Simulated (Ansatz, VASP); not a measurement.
Be4Se in VASP and in Ansatz

Contents of INCAR:

```
SYSTEM = Be4Se
  PREC = Accurate
  ENCUT = 600
  EDIFF = 1E-6
  ISMEAR = 0
  SIGMA = 0.1
  LREAL = .FALSE.
  LASPH = .TRUE.
  NELM = 60
  ALGO = Normal
  ISIF = 3
  LWAVE = .FALSE.
  LCHARG = .FALSE.
  GGA = PE
  IBRION = 2
  NSW = 100
  EDIFFG = -0.01
```

KPOINTS

```
Automatic mesh
0
G
  10 10 10
  0 0 0
```

Contents of POSCAR:

```
Be4Se
1.0
    4.2610056836      0.0000000000      0.0000000000
    0.0000000000      4.2610056836      0.0000000000
    0.0000000000      0.0000000000      4.2610056836
Be Se
4 1
Direct
    0.0000000000      0.0000000000      0.0000000000
    0.5000000000      0.5000000000      0.0000000000
    0.5000000000      0.0000000000      0.5000000000
    0.0000000000      0.5000000000      0.5000000000
    0.5000000000      0.5000000000      0.5000000000
```

Input for Ansatz:

```yaml
crystal:
  lattice:
    - [4.2610056836, 0.0, 0.0]
    - [0.0, 4.2610056836, 0.0]
    - [0.0, 0.0, 4.2610056836]
  atoms:
    - { symbol: Be, position: [0.0, 0.0, 0.0] }
    - { symbol: Be, position: [0.5, 0.5, 0.0] }
    - { symbol: Be, position: [0.5, 0.0, 0.5] }
    - { symbol: Be, position: [0.0, 0.5, 0.5] }
    - { symbol: Se, position: [0.5, 0.5, 0.5] }
basis:
  ecutwfc: 420
kpoints:
  mp_grid: { grid: [10, 10, 10] }
hamiltonian:
  xc: pbe
scf:
  occupations: { method: gaussian, width: 0.1 }
output:
  forces: true
  stress: true
  eigenvalues: true
relax:
  adjacent_minimum: "off"
  f_tol: 0.01
  max_steps: 80
  cell: { stress_tol: 0.05 }
```

Change from the starting cell: species swapped into the Mn4N type (Pm-3m, No. 221).

Alike in both runs: task relaxation of cell and atoms; functional PBE; k mesh 10 × 10 × 10; occupations gaussian, width 0.1 eV; no spin polarisation.

|  | VASP | Ansatz |
| --- | --- | --- |
| version | VASP 6.6.1 | Ansatz 0.2.0 |
| potentials or method | VASP PAW PBE potentials, release 64 (Be, Se) | scalar-relativistic, plane waves, PAW |
| plane-wave cutoff (eV) | 600 | 420 |
| valence electrons in the cell | 14 | 24 |

Ansatz gave:

- gap on the k mesh at the Fermi level, each at its own relaxed structure (eV): none
- relaxed volume (Å³/atom): 15.28
- relaxed cell length with the largest relative difference (Å): 4.243

Question: Which values does VASP return?

Answer: gap on the k mesh at the Fermi level, each at its own relaxed structure (eV): none; relaxed volume (Å³/atom): 15.31; relaxed cell length with the largest relative difference (Å): 4.246.

A gap of «none» marks a metal or a gap that the smearing closes. The two sets of potentials don't hold the same shells in valence.
